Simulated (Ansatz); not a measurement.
# Te2Mo: the cost of one run

Program: Ansatz 0.2.0. Level of theory: DFT PBE+D3(BJ), scalar-relativistic, plane waves, PAW. These are calculated values, not measurements.

3 further runs of the same task are left out: 1 that didn't finish, 2 set aside as unsound or not needed.

## Step 1: Starting point

Symmetry: P6_3/mmc, No. 194, hexagonal system. Conventional cell: a = 3.518 Å, b = 3.518 Å, c = 13.974 Å, α = 90.00°, β = 90.00°, γ = 120.00°. Around Te (site symmetry 3m) lie 3 Mo at 2.72 Å. Mo (site symmetry -6m2) is surrounded by 6 Te at 2.72 Å.

Structure file:

```
CELL_PARAMETERS angstrom
3.51820 0.00000 0.00000
-1.75910 3.04685 0.00000
0.00000 0.00000 13.97360
ATOMIC_POSITIONS crystal
Te 0.33333 0.66667 0.62100
Te 0.66667 0.33333 0.12100
Te 0.33333 0.66667 0.87900
Te 0.66667 0.33333 0.37900
Mo 0.33333 0.66667 0.25000
Mo 0.66667 0.33333 0.75000
```

Source of the structure: the Crystallography Open Database.

## Step 9: Plan of the scan

Atoms count from 1 in the order of the input.

The upper layer of a bilayer is slid over the lower one; relaxed at each slide: nothing; the origin of the map has Te4 above Te3; the distance between the facing planes is held at 3.63 Å.

The axes are (1) slide of the upper layer along the first cell vector, from Te4 above Te3: 6 values from 0.000 to 0.833, periodic; (2) slide of the upper layer along the second cell vector, from Te4 above Te3: 6 values from 0.000 to 0.833, periodic.

Nothing else is relaxed. Points are written as (first, second).

The two vectors of the plane (Å): (3.504, 0.000, 0.000); (-1.752, 3.034, 0.000).

(The set-up runs are not shown.)

## Step 10: Grid point (0/6, 0/6) of the map's two axes

File input.yaml:

```yaml
crystal:
  lattice:
    - [3.5038817003, 0.0, 0.0]
    - [-1.7519408501, 3.0344505643, 0.0]
    - [0.0, 0.0, 24.767719909]
  atoms:
    - { symbol: Te, position: [0.3333333333, 0.6666666667, 0.1816881011] }
    - { symbol: Mo, position: [0.6666666667, 0.3333333333, 0.2550468917] }
    - { symbol: Te, position: [0.3333333333, 0.6666666667, 0.3284056823] }
    - { symbol: Te, position: [0.3333333333, 0.6666666667, 0.4749674172] }
    - { symbol: Mo, position: [0.0, 1.0, 0.5483262077] }
    - { symbol: Te, position: [0.3333333333, 0.6666666667, 0.6216849983] }
basis:
  ecutwfc: 420
kpoints:
  mp_grid: { grid: [9, 9, 1] }
hamiltonian:
  xc: pbe
  pseudopotentials: { kind: paw, azcp: { folder: soft_1 } }
  dispersion: d3bj
scf:
  occupations: { method: gaussian, width: 0.05 }
output:
  forces: true
  eigenvalues: true
efield:
  axis: 3
  dipole_correction: true
  ramp_width: 0.04
```

Command:

```
$ ansatz run input.yaml --threads 1 --pin off --max-ram 3072MiB --backend cpu --events-out ev --progress --plain --runs-dir out
```

**Question.** How long does this run take on 1 thread of Intel Xeon 6975P-C (Granite Rapids), shared host, and how much memory does it need?

About 9.8 s, with a peak of 0.51 GiB.
